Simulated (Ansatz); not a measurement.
# Ir (Fm-3m) in Ansatz: notebook

One crystal, Ir, is run at these levels: RPBE, PBEsol+D3(BJ); tasks: relaxation of cell and atoms.

All numbers are computed with Ansatz 0.2.0; they aren't measurements. Logs are shortened: lines on timing, memory, paths and dates and some standing lists are left out, and cuts for length are marked.

### 1 Starting point

Symmetry: Fm-3m, No. 225, cubic system. The conventional cell has a = 3.831 Å, b = 3.831 Å, c = 3.831 Å, α = 90.00°, β = 90.00°, γ = 90.00°. Around Ir (site symmetry m-3m) lie 12 Ir at 2.71 Å.

### 2 Relaxation of cell and atoms, RPBE

input.yaml

```yaml
crystal:
  lattice:
    - [0.0, 1.9156, 1.9156]
    - [1.9156, 0.0, 1.9156]
    - [1.9156, 1.9156, 0.0]
  atoms:
    - { symbol: Ir, position: [0.0, 0.0, 0.0] }
kpoints:
  mp_grid: { grid: [12, 12, 12] }
scf:
  occupations: { method: fermi_dirac, width: 0.05 }
hamiltonian:
  xc: rpbe
  pseudopotentials: { kind: all_electron, lapw: { basis_error: 0.001 } }
output:
  forces: true
  stress: true
relax:
  f_tol: 0.01
  max_steps: 60
  cell: {}
```

Potentials or basis: all-electron LAPW, scalar-relativistic.

The run is started by

```
$ ansatz run input.yaml --threads 1 --pin off --max-ram 3072MiB --backend cpu --events-out ev --progress --plain --runs-dir out
```

The program printed:

```text
Warning: RAYON_NUM_THREADS=1 ignored (pool sized by the plan → 1); use --threads N
The last accepted step is kept in <dir> (removed where the run ends without a failure and the disk answers)
LAPW: plane waves up to 8.969 Å⁻¹, error target 1.0e-3 eV per atom; small_component_spin mean_spin; Ir in spheres of 1.314 Å, 41 of its electrons in bands, Dirac shells [] (how accurate: hamiltonian.pseudopotentials.lapw.basis_error, Limitations)
Engine: ansatz 0.2.0, aarch64-unknown-linux-gnu
Pseudopotentials: kind: all_electron
Pseudopotential: Ir, LAPW, valence charge 41, lapw/all_electron/scalar/gaussian/Ir, Koelling and Harmon's equation, gaussian nucleus
Functional definition: RPBE
  parameter kappa = 0.804
  parameter beta = 0.06672455060314922
  exchange = rpbe_x(kappa = kappa, mu = beta*pi^2/3)
  correlation = pbe_c(beta = beta)
Crystal: 1 atoms, lattice volume = 14.059 Å³
Basis set: ecut = 306.5130672346242 eV, 169 PW (Γ), exchange–correlation at level 2
Bands: 25, of which v1, the nominal top of the filled ones, is band 21 counted from 1 (20 counted from 0)
Symmetry: 48 space group operations
Space group: Fm-3m (ITA 225), of the structure as read, at distance tolerance 2.4e-5 Å
k-points: 72 of 1728
Non-local potential: Ir, projectors of the file, none
Initial density: superposition of atomic densities (chi_scale 0.1, normalization cell)
Initial wavefunctions: plane waves of lowest kinetic energy (no species holds an atomic orbital)
Functional: x = rpbe, c = pbe(β = 0.06672455060314922)
iter 1 solved again at ethr=7.21e-5 eV; its pass at ethr=1.00e-1 eV (dr2=2.96e-2 eV) is discarded
SCF iter   1: F=—  HF=-485039.484378 eV  |F-HF|=—  |Δ(HF+E_count)|=         —  Δρ=2.17e-2  dr2=2.98e-2  ethr=7.21e-5  ⟨swp⟩=3.0  Hψ=11563  notcnv=0
preconditioner: auto → none  [metal: Δε(μ)=0.016 eV  Ē_g=14.254 eV  σ=0.050 eV  W_gap=0.08  n_scr=8 (ndim 8)  ℏωp=29.7 eV  f_vac=0.000  D(μ)=0.52/eV (n_scr^D=0)  sad-step TF]
SCF iter   2: F=—  HF=-485039.419652 eV  |F-HF|=—  |Δ(HF+E_count)|=   6.47e-2  Δρ=8.22e-3  dr2=5.16e-3  ethr=7.21e-5  ⟨swp⟩=2.0  Hψ=5477  notcnv=0
SCF iter   3: F=—  HF=-485039.418792 eV  |F-HF|=—  |Δ(HF+E_count)|=         —  Δρ=4.45e-3  dr2=1.48e-3  ethr=1.26e-5  ⟨swp⟩=2.0  Hψ=5177  notcnv=0
the basis was enlarged: its passes take 571.6 KiB over the memory plan, 1 of 1 planned eigensolver slots
iter 4 solved again at ethr=2.64e-7 eV; its pass at ethr=3.62e-6 eV (dr2=1.08e-4 eV) is discarded
SCF iter   4: F=—  HF=-485039.419384 eV  |F-HF|=—  |Δ(HF+E_count)|=   5.93e-4  Δρ=1.15e-3  dr2=1.08e-4  ethr=2.64e-7  ⟨swp⟩=2.0  Hψ=8838  notcnv=0
SCF iter   5: F=—  HF=-485039.419443 eV  |F-HF|=—  |Δ(HF+E_count)|=   5.83e-5  Δρ=5.97e-5  dr2=2.91e-7  ethr=2.64e-7  ⟨swp⟩=2.0  Hψ=5179  notcnv=0
SCF iter   6: F=-485039.419443 eV  HF=-485039.419443 eV  |F-HF|=3.90e-9  |Δ(HF+E_count)|=   2.77e-7  Δρ=3.98e-6  dr2=4.66e-10  ethr=7.10e-10  ⟨swp⟩=3.0  Hψ=5439  notcnv=0
SCF 1 converged in 6 iterations: F = -485039.419443 eV  dr2 = 4.66e-10
relax step   1: F+E_penalty+E_count = -485039.41944294 eV  Δ(F+E_penalty+E_count) = +0.000e0 eV  max|allowed force component| = 0.000e0 eV/Å  Δτ_max = 0.0000 Å  P = +15.344 GPa  Ω = 14.059 Å³  (6 SCF iters, accepted)
Crystal: 1 atoms, lattice volume = 15.675 Å³
Basis set: ecut = 285.06249396562083 eV, 169 PW (Γ), exchange–correlation at level 2
Initial density: handed on by an earlier stage of this run
Initial wavefunctions: those handed on with the density
iter 1 solved again at ethr=1.08e-7 eV; its pass at ethr=1.00e-1 eV (dr2=4.43e-5 eV) is discarded
SCF iter   1: F=—  HF=-485039.382538 eV  |F-HF|=—  |Δ(HF+E_count)|=         —  Δρ=6.67e-4  dr2=4.97e-5  ethr=1.08e-7  ⟨swp⟩=5.3  Hψ=10878  notcnv=0
preconditioner: auto → Kerker (q_TF=auto, 3.202 Å⁻¹)  [metal: Δε(μ)=0.020 eV  Ē_g=13.035 eV  σ=0.050 eV  W_gap=0.10  n_scr=14 (ndim 8)  ℏωp=28.1 eV  f_vac=0.000  D(μ)=0.66/eV (n_scr^D=8)]
SCF iter   2: F=—  HF=-485039.382548 eV  |F-HF|=—  |Δ(HF+E_count)|=   9.77e-6  Δρ=4.87e-4  dr2=2.86e-5  ethr=1.08e-7  ⟨swp⟩=2.0  Hψ=5220  notcnv=0
SCF iter   3: F=—  HF=-485039.382562 eV  |F-HF|=—  |Δ(HF+E_count)|=   1.44e-5  Δρ=1.82e-4  dr2=4.92e-6  ethr=6.98e-8  ⟨swp⟩=2.4  Hψ=5252  notcnv=0
SCF iter   4: F=—  HF=-485039.382564 eV  |F-HF|=—  |Δ(HF+E_count)|=   2.06e-6  Δρ=6.09e-5  dr2=6.32e-7  ethr=1.20e-8  ⟨swp⟩=2.7  Hψ=5275  notcnv=0
SCF iter   5: F=—  HF=-485039.382563 eV  |F-HF|=—  |Δ(HF+E_count)|=   8.15e-7  Δρ=2.45e-5  dr2=6.57e-8  ethr=1.54e-9  ⟨swp⟩=2.0  Hψ=5220  notcnv=0
SCF iter   6: F=-485039.382563 eV  HF=-485039.382563 eV  |F-HF|=5.24e-10  |Δ(HF+E_count)|=   7.28e-9  Δρ=1.36e-5  dr2=1.95e-8  ethr=1.60e-10  ⟨swp⟩=2.0  Hψ=5220  notcnv=0
SCF 2 converged in 6 iterations: F = -485039.382563 eV  dr2 = 1.95e-8
relax step   2: F+E_penalty+E_count = -485039.38256315 eV  Δ(F+E_penalty+E_count) = +3.688e-2 eV  max|allowed force component| = 0.000e0 eV/Å  Δτ_max = 0.0000 Å  P = -18.809 GPa  Ω = 15.675 Å³  (6 SCF iters, rejected (line search))
Crystal: 1 atoms, lattice volume = 14.742 Å³
Basis set: ecut = 296.9721640428709 eV, 169 PW (Γ), exchange–correlation at level 2
iter 1 solved again at ethr=2.44e-8 eV; its pass at ethr=1.00e-1 eV (dr2=1.00e-5 eV) is discarded
SCF iter   1: F=—  HF=-485039.446253 eV  |F-HF|=—  |Δ(HF+E_count)|=         —  Δρ=3.99e-4  dr2=1.37e-5  ethr=2.44e-8  ⟨swp⟩=5.5  Hψ=10956  notcnv=0
preconditioner: auto → Kerker (q_TF=auto, 3.235 Å⁻¹)  [metal: Δε(μ)=0.015 eV  Ē_g=13.742 eV  σ=0.050 eV  W_gap=0.07  n_scr=14 (ndim 8)  ℏωp=29.0 eV  f_vac=0.000  D(μ)=0.59/eV (n_scr^D=0)]
SCF iter   2: F=—  HF=-485039.446253 eV  |F-HF|=—  |Δ(HF+E_count)|=   2.15e-8  Δρ=2.92e-4  dr2=8.95e-6  ethr=2.44e-8  ⟨swp⟩=2.0  Hψ=5197  notcnv=0
SCF iter   3: F=—  HF=-485039.446257 eV  |F-HF|=—  |Δ(HF+E_count)|=   3.74e-6  Δρ=1.44e-4  dr2=2.40e-6  ethr=2.18e-8  ⟨swp⟩=2.0  Hψ=5195  notcnv=0
SCF iter   4: F=—  HF=-485039.446257 eV  |F-HF|=—  |Δ(HF+E_count)|=   2.05e-7  Δρ=8.65e-5  dr2=1.03e-6  ethr=5.86e-9  ⟨swp⟩=2.0  Hψ=5196  notcnv=0
SCF iter   5: F=—  HF=-485039.446257 eV  |F-HF|=—  |Δ(HF+E_count)|=   1.35e-7  Δρ=3.02e-5  dr2=1.46e-7  ethr=2.50e-9  ⟨swp⟩=2.0  Hψ=5195  notcnv=0
iter 6 solved again at ethr=2.09e-11 eV; its pass at ethr=3.56e-10 eV (dr2=8.56e-9 eV) is discarded
SCF iter   6: F=-485039.446257 eV  HF=-485039.446257 eV  |F-HF|=2.44e-9  |Δ(HF+E_count)|=   6.29e-8  Δρ=9.23e-6  dr2=8.56e-9  ethr=2.09e-11  ⟨swp⟩=2.0  Hψ=8874  notcnv=0
SCF 3 converged in 6 iterations: F = -485039.446257 eV  dr2 = 8.56e-9
relax step   3: F+E_penalty+E_count = -485039.44625715 eV  Δ(F+E_penalty+E_count) = -2.681e-2 eV  max|allowed force component| = 0.000e0 eV/Å  Δτ_max = 0.0000 Å  P = -1.943 GPa  Ω = 14.742 Å³  (6 SCF iters, accepted)
Crystal: 1 atoms, lattice volume = 14.662 Å³
Basis set: ecut = 298.0522169464395 eV, 169 PW (Γ), exchange–correlation at level 2
iter 1 solved again at ethr=2.58e-9 eV; its pass at ethr=1.00e-1 eV (dr2=1.06e-6 eV) is discarded
SCF iter   1: F=—  HF=-485039.446786 eV  |F-HF|=—  |Δ(HF+E_count)|=         —  Δρ=3.56e-5  dr2=1.53e-7  ethr=2.58e-9  ⟨swp⟩=5.0  Hψ=10148  notcnv=0
preconditioner: auto → Kerker (q_TF=auto, 3.238 Å⁻¹)  [metal: Δε(μ)=0.014 eV  Ē_g=13.806 eV  σ=0.050 eV  W_gap=0.07  n_scr=14 (ndim 8)  ℏωp=29.1 eV  f_vac=0.000  D(μ)=0.59/eV (n_scr^D=0)]
SCF iter   2: F=-485039.446786 eV  HF=-485039.446786 eV  |F-HF|=1.22e-8  |Δ(HF+E_count)|=   3.79e-8  Δρ=2.58e-5  dr2=8.28e-8  ethr=3.73e-10  ⟨swp⟩=2.0  Hψ=5192  notcnv=0
SCF 4 converged in 2 iterations: F = -485039.446786 eV  dr2 = 8.28e-8
relax step   4: F+E_penalty+E_count = -485039.44678559 eV  Δ(F+E_penalty+E_count) = -5.284e-4 eV  max|allowed force component| = 0.000e0 eV/Å  Δτ_max = 0.0000 Å  P = -0.163 GPa  Ω = 14.662 Å³  (2 SCF iters, accepted)
Crystal: 1 atoms, lattice volume = 14.654 Å³
Basis set: ecut = 298.1508304465901 eV, 169 PW (Γ), exchange–correlation at level 2
iter 1 solved again at ethr=1.59e-10 eV; its pass at ethr=1.00e-1 eV (dr2=6.53e-8 eV) is discarded
SCF iter   1: F=—  HF=-485039.446789 eV  |F-HF|=—  |Δ(HF+E_count)|=         —  Δρ=2.91e-5  dr2=1.02e-7  ethr=1.59e-10  ⟨swp⟩=5.0  Hψ=9456  notcnv=0
preconditioner: auto → Kerker (q_TF=auto, 3.239 Å⁻¹)  [metal: Δε(μ)=0.014 eV  Ē_g=13.812 eV  σ=0.050 eV  W_gap=0.07  n_scr=14 (ndim 8)  ℏωp=29.1 eV  f_vac=0.000  D(μ)=0.59/eV (n_scr^D=0)]
SCF iter   2: F=-485039.446789 eV  HF=-485039.446789 eV  |F-HF|=1.05e-8  |Δ(HF+E_count)|=   1.69e-8  Δρ=2.14e-5  dr2=5.77e-8  ethr=1.59e-10  ⟨swp⟩=2.0  Hψ=5192  notcnv=0
SCF 5 converged in 2 iterations: F = -485039.446789 eV  dr2 = 5.77e-8
relax step   5: F+E_penalty+E_count = -485039.44678921 eV  Δ(F+E_penalty+E_count) = -3.620e-6 eV  max|allowed force component| = 0.000e0 eV/Å  Δτ_max = 0.0000 Å  P = +0.002 GPa  Ω = 14.654 Å³  (2 SCF iters, accepted)
iter 1 solved again at ethr=1.45e-10 eV; its pass at ethr=1.00e-1 eV (dr2=5.96e-8 eV) is discarded
SCF iter   1: F=—  HF=-485039.446790 eV  |F-HF|=—  |Δ(HF+E_count)|=         —  Δρ=2.14e-5  dr2=5.69e-8  ethr=1.45e-10  ⟨swp⟩=6.9  Hψ=10808  notcnv=0
SCF iter   2: F=-485039.446790 eV  HF=-485039.446790 eV  |F-HF|=5.59e-9  |Δ(HF+E_count)|=   1.74e-8  Δρ=1.58e-5  dr2=3.22e-8  ethr=1.39e-10  ⟨swp⟩=2.0  Hψ=5192  notcnv=0
SCF 6 converged in 2 iterations: F = -485039.446790 eV  dr2 = 3.22e-8
relax step   6: F+E_penalty+E_count = -485039.44678989 eV  Δ(F+E_penalty+E_count) = -6.784e-7 eV  max|allowed force component| = 0.000e0 eV/Å  Δτ_max = 0.0000 Å  P = +0.002 GPa  Ω = 14.654 Å³  stress off target by 2.14e-3 GPa  SCF on the basis re-selected at this cell (its energy is not comparable with the rows above)  (2 SCF iters)
basis re-selected at this cell: Δ(F+E_penalty+E_count) = -6.784e-7 eV, ΔP = +0.000 GPa vs the last step (what re-selecting the basis moved, after the strain that the cell walked since its last selection, with what the two solves' SCF thresholds leave and, on support functions, any second-order correction that the steps lacked; it is no measure of the basis error at this ecutwfc). This SCF's stress stands 2.14e-3 GPa from its target on what of the cell is left free (relax.cell.stress_tol is 5.00e-2 GPa) and its largest allowed force component is 0.00e0 eV/Å (relax.f_tol is 1.00e-2 eV/Å): within both
SCF converged after 2 iterations
Free energy (F): -485039.446790 eV
Harris-Foulkes:  -485039.446790 eV  (|F-HF|=5.59e-9)
Internal energy: -485039.441730 eV  (E = F + TS)
E sigma→0 (E₀):  -485039.444260 eV
Entropy (-TS):   -0.005060 eV (-5.060 meV/atom)
Fermi energy:    30.763964 eV
--- Per-component energies (eV) ---
  E_band       = -2912.948315
  E_kinetic    = 548849.798484
  E_xc         = -9488.547690
  E_electrostatic = -1024400.692523  (all electrons and nuclei)
  E_smearing   = -0.005060  (= −TS)
  E_closure    = 0.000000  (closes the sum)
  E_atoms      = -485030.808112  (free atoms, spherical and without spin; not in F)
  Σ components = -485039.446790   (vs F -485039.446790, Δ=0.00e0)
  Basis errors (estimates in eV, not in F): energy 2.4e-4 per atom: plane waves 2.0e-4 (1.1e-4 summed), levels above the bands 1.8e-100, relativity 2.2e-7, radial functions 4.5e-5, core shells 7.0e-7; eigenvalues (radial functions only) 1.6e-6; not estimated: angular momenta, meshes, grids; target (lapw.basis_error) 1.0e-3; muffin-tin radii Ir 1.332 Å
--- Forces (eV/Å), atoms counted from 1 ---
  atom   1  Ir    -0.00000000     0.00000000    -0.00000000
  max |Σ_I F_I| component: 3.94e-31 eV/Å
--- Stress (GPa, compression-positive) ---
        0.002142      -0.000000      -0.000000
       -0.000000       0.002142      -0.000000
       -0.000000      -0.000000       0.002142
  P = ⅓ Tr σ = 0.0021 GPa (0.021 kbar)
--- Relaxed structure (5 steps of the walk, 4 accepted, 1 SCFs on fresh bases) ---
  F+E_penalty+E_count = -485039.44678989 eV   max|allowed force component| = 0.000e0 eV/Å   (the final SCF, on the basis selected at the relaxed cell)
  cell:  # Å, volume = 14.6543 Å³
    - [-4.163874189151852e-34, 1.9422776545008311, 1.9422776545008311]
    - [1.9422776545008311, -4.032509416888789e-34, 1.9422776545008311]
    - [1.9422776545008311, 1.9422776545008311, 2.1297062793743288e-34]
  atoms:
    - { symbol: Ir, position: [0.0, 0.0, 0.0] }
```

Wall time 30 s (1 thread of Arm Neoverse V1, shared host); peak memory 0.28 GiB.

Results:

```
Free energy                            : -485039.4468 eV
Relaxed volume                         : 14.65 Å³/atom
Relaxed cell                           : a = 2.747 Å, b = 2.747 Å, c = 2.747 Å, α = 60.00°, β = 60.00°, γ = 60.00°
Space group after relaxing (to 0.05 Å) : Fm-3m (No. 225)
Energy gained by relaxing              : 27.3 meV/atom
Ionic steps                            : 5
Pressure after relaxing                : 0.0 GPa
```

Step by step:
```
step  energy change (eV)  largest force (eV/Å)  volume (Å³)
   1              0.0000                0.0000        14.06
   2             -0.0268                0.0000        14.74
   3             -0.0273                0.0000        14.66
   4             -0.0273                0.0000        14.65
   5             -0.0273                0.0000        14.65
```

Final structure:
```
Ir
1.0
     0.00000    1.94228    1.94228
     1.94228    0.00000    1.94228
     1.94228    1.94228    0.00000
Ir
1
Direct
  0.00000 0.00000 0.00000
```

The run has no spin-orbit coupling, so splittings on Ir are missing. RPBE and its kin give volumes clearly too large for solids.

### 3 Relaxation of cell and atoms, PBEsol+D3(BJ)

Changes to input.yaml since step 2:

```diff
@@ -12,3 +12,4 @@
 hamiltonian:
-  xc: rpbe
+  xc: pbesol
+  dispersion: d3bj
   pseudopotentials: { kind: all_electron, lapw: { basis_error: 0.001 } }
@@ -18,3 +19,3 @@
 relax:
-  f_tol: 0.01
+  f_tol: 0.005
   max_steps: 60
```

Potentials or basis: all-electron LAPW, scalar-relativistic.

The run is started by

```
$ ansatz run input.yaml --threads 1 --pin off --max-ram 3072MiB --backend cpu --events-out ev --progress --plain --runs-dir out
```

Run time: 26 s. Hardware: 1 thread of Arm Neoverse V1, shared host; peak memory 0.27 GiB.

Results (log left out):

* Free energy: -484890.4761 eV
* Relaxed volume: 13.74 Å³/atom
* Relaxed cell: a = 2.688 Å, b = 2.688 Å, c = 2.688 Å, α = 60.00°, β = 60.00°, γ = 60.00°
* Space group after relaxing (to 0.05 Å): Fm-3m (No. 225)
* Energy gained by relaxing: 9.2 meV/atom
* Ionic steps: 4
* Pressure after relaxing: 0.0 GPa

Step by step:
| step | energy change (eV) | largest force (eV/Å) | volume (Å³) |
| --- | --- | --- | --- |
| 1 | 0.0000 | 0.0000 | 14.06 |
| 2 | -0.0091 | 0.0000 | 13.76 |
| 3 | -0.0092 | 0.0000 | 13.74 |
| 4 | -0.0092 | 0.0000 | 13.74 |

Final structure:
```
CELL_PARAMETERS angstrom
0.00000 1.90088 1.90088
1.90088 0.00000 1.90088
1.90088 1.90088 0.00000
ATOMIC_POSITIONS crystal
Ir 0.00000 0.00000 0.00000
```

Spin-orbit coupling is left out, which matters for the levels of Ir.
